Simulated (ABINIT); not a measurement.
Runs of ABINIT 10.8.3 (patched build) on GaAs. The structure is cubic, space group F-43m (No. 216). The conventional cell has a = 5.654 Å, b = 5.654 Å, c = 5.654 Å, α = 90.00°, β = 90.00°, γ = 90.00°. Around As (site symmetry -43m) lie 4 Ga at 2.45 Å. Ga (site symmetry -43m) is surrounded by 4 As at 2.45 Å. 

| share of exact exchange | gap on the mesh (eV) |
| --- | --- |
| 0.5 | 3.98 |
| 0.25 | 2.18 |
| 0.15 | (a) |
| 0.05 | 0.82 |
| 0.35 | (b) |

Alike in all rows: task single point; level PBE0; potentials or basis SPMS NC PBE v1.0; no spin polarisation; cell as given; k mesh 3 × 3 × 3; cutoff (eV) 816; smearing fermi-dirac 0.05 eV; the mesh is coarse, so values aren't converged.

Fill in the values left out.

(a) 1.49; (b) 2.88.

Caveats: all runs use coarse meshes; exact exchange is summed on a coarse mesh, which widens gaps by tenths of an eV.

A k mesh can miss the band edges, and the runs leave out spin-orbit coupling on As, Ga.
